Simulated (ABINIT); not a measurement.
Runs of ABINIT 10.8.3 (patched build) on SnSe. Symmetry: Fm-3m, No. 225, cubic system. Conventional cell: a = 6.020 Å, b = 6.020 Å, c = 6.020 Å, α = 90.00°, β = 90.00°, γ = 90.00°. Around Sn (site symmetry m-3m) lie 6 Se at 3.01 Å. Around Se (site symmetry m-3m) lie 6 Sn at 3.01 Å. Measurements of this composition are mostly on another form, of space group No. 62.

| task | level | potentials or basis | spin | k mesh | cutoff (eV) | fine-grid cutoff | most SCF steps | thinning of the exchange mesh (fockdownsampling) | gap on the mesh (eV) | pressure (GPa) |
| --- | --- | --- | --- | --- | --- | --- | --- | --- | --- | --- |
| band structure | PBEsol | JTH PAW PBE v2.0 sp | off | 8 × 8 × 8 | 408 | 816.342 eV | - | - | (b) | - |
| band structure | WC | JTH PAW PBE v2.0 | SOC, no magnetisation | 8 × 8 × 8 | 599 | 1197.3 eV | - | - | - | -1.9 |
| single point | LDA | JTH PAW LDA v2.0 | off | 10 × 10 × 10 | 408 | 816.342 eV | - | - | 0.52 | - |
| band structure | LDA-PZ | JTH PAW LDA v2.0 | SOC, no magnetisation | 8 × 8 × 8 | 408 | 816.342 eV | - | - | (a) | - |
| band structure | r2SCAN | JTH PAW PBE v2.0 | off | 8 × 8 × 8 | 707 | 1306.15 eV | - | - | - | -0.4 |
| single point | HSE06 | SG15 NC PBE v1.2 | off | 6 × 6 × 6 | 1061 | - | 60 | 2 × 2 × 2 | 0.55 | - |

Alike in all rows: cell as given; smearing fermi-dirac 0.05 eV.

Estimate the missing entries.

(a) 0.67; (b) 0.65.

Caveats: spin-orbit coupling is left out, which moves the levels of the heavy elements (some runs); the PAW data sets were made with another functional, which shifts forces and pressure a little (some runs); this set keeps more shells in the core, which shifts pressures and gaps (some runs); exact exchange is summed on a coarse mesh, which widens gaps by tenths of an eV (some runs); Libxc's HSE differs a little from that of other programs (some runs); the potentials were made for another functional, which shifts forces and pressure (some runs).

A k mesh can miss the band edges, and rows without SOC leave out spin-orbit coupling on Se, Sn.

The runs don't all hold the same shells in valence.

Runs at the PBE level aren't shown here.
